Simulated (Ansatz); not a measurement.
C₄H₁₀O, SMILES `CCCCO`: measurement beside calculation (Ansatz, PBE0-D4/def2-TZVP geometry).

```xyz
15

C     1.980    0.503   -0.668
C     0.725    0.646    0.176
C    -0.364   -0.341   -0.212
C    -1.610   -0.206    0.639
O    -2.649   -1.079    0.250
H     2.410   -0.497   -0.569
H     2.746    1.224   -0.374
H     1.762    0.663   -1.728
H     0.978    0.513    1.234
H     0.336    1.666    0.084
H     0.025   -1.364   -0.122
H    -0.639   -0.205   -1.263
H    -2.021    0.803    0.542
H    -1.355   -0.347    1.700
H    -2.322   -1.980    0.311
```

Measured: 1.4032 ± 0.0011 D (total, TGt conformer, ground state, Stark effect, FTMW spectroscopy). Source: Electric Dipole Moments from Stark Effect in Supersonic Expansion: n-Propanol, n-Butanol, and n-Butyl Cyanide, 2023 (pmc:9961461).

```csv
functional (def2-TZVPP),dipole (D),error (D)
PBE,1.60,0.20
r2SCAN,1.66,0.26
B3LYP,1.69,0.29
ωB97M-V,1.70,0.30
```

The measured dipole is a vibrational average; the computed one belongs to the fixed geometry.

B3LYP here is the variant with VWN-RPA as its local correlation; programs differ in this.
